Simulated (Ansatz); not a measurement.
Li(001): from terraces to steps

Level of theory: DFT PBE, scalar-relativistic, plane waves, PAW in Ansatz.

Cutoff 420 eV, Γ-centred meshes of like density (2×10×1 for the 24-atom cell), Gaussian smearing of 0.10 eV, energies at zero smearing and 0 K, each start's symmetry kept, no spin polarisation.

A (001) slab of relaxed bulk Li (Im-3m, 20.21 Å³/atom, gap on the mesh 0.00 eV), 4 planes in a 6×1 cell with the lowest 2 held; added atoms sit on lattice sites of the next plane. A dipole correction is on. The surface energy is the mean of the held and the free face; step energies are per length and the mean of the stripe's two steps, which run along the shortest translation of the plane; step and island energies count from the flat slab and bulk atoms.

The flat slab gives a surface energy of 0.46 J/m² (28.9 meV/Å²); planes follow at h = 1.72 Å, and an atom takes 11.78 Å² of its plane.

Question: Estimate the step energy β from the surface energy and compare with the stripes.

Answer: A step opens a strip of height h, so a first guess is γh = 28.9 × 1.72 = 50 meV/Å. Computed: 17 meV/Å for the stripe 2 surface cells wide, 21 meV/Å for the stripe 3 surface cells wide, 0.35 and 0.42 of the guess. A value under γh is usual for metals: the riser is a slanted microfacet that covers some terrace, so at slant φ it costs h(γ_facet/sin φ − γ/tan φ), or γh tan(φ/2) for equal energies, 0.41 γh at 45° and 0.52 γh at 55°. The two widths differ by 3 meV/Å (before rounding), from step–step interaction and confinement in so narrow a cell, or from the k mesh, which in a metal moves β by several meV/Å. A vicinal face tilted by θ holds tan θ/h steps per length, so its energy per terrace area is γ + (β/h) tan θ for far-apart steps, with β/h = 0.19 J/m² from the wider stripe and 0.16 from the narrower, so β isn't converged with width.

Slabs of three or four planes are thin, so both faces still feel each other.

Small energy differences in metals hang on the k mesh (about 10 mJ/m² or 1 to 2 meV/atom on the mesh of the relaxation).

Cost: 3 runs of about 10 core-minutes in all, on Intel Xeon 6975P-C (Granite Rapids) (shared hosts).